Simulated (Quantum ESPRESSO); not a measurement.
A run of Quantum ESPRESSO 7.5:

Contents of pw.in:

```
&CONTROL
  calculation = 'vc-relax'
  prefix = 'pwscf'
  outdir = './tmp'
  pseudo_dir = './pseudo'
  tprnfor = .true.
  tstress = .true.
  disk_io = 'low'
  nstep = 40
  forc_conv_thr = 0.0004
  etot_conv_thr = 1d-05
/
&SYSTEM
  ibrav = 0
  A = 2.7527667
  nat = 1
  ntyp = 1
  ecutwfc = 52
  ecutrho = 414
  nbnd = 14
  occupations = 'smearing'
  smearing = 'fd'
  degauss = 0.00367493
/
&ELECTRONS
  conv_thr = 2d-10
  electron_maxstep = 120
  mixing_beta = 0.5
/
&IONS
  ion_dynamics = 'bfgs'
/
&CELL
  cell_dynamics = 'bfgs'
  press = 0
  press_conv_thr = 0.3
/
ATOMIC_SPECIES
Pd   106.4200 pd_pbesol_v1.4.uspp.F.UPF
CELL_PARAMETERS alat
   0.0000000000    0.7071067810    0.7071067810
   0.7071067810    0.0000000000    0.7071067810
   0.7071067810    0.7071067810    0.0000000000
ATOMIC_POSITIONS alat
Pd     0.0000000000    0.0000000000    0.0000000000
K_POINTS automatic
12 12 12 0 0 0
```

Potentials or basis: GBRV 1.5 PBEsol.

Launch:

```console
$ OMP_NUM_THREADS=1 mpirun -n 2 pw.x -nk 2 -in pw.in > pw.out
```

Hardware: 2 MPI ranks on Arm Neoverse V2 (shared host).

Q: How long does it take, and how much memory?

A: Run time: 13 s on 2 MPI ranks on Arm Neoverse V2, with other jobs on the host, peak memory 0.14 GiB a rank. Counts: scf iterations 26, k pools 2, bands 14, ion steps 3, k points 72, g dense 14163.
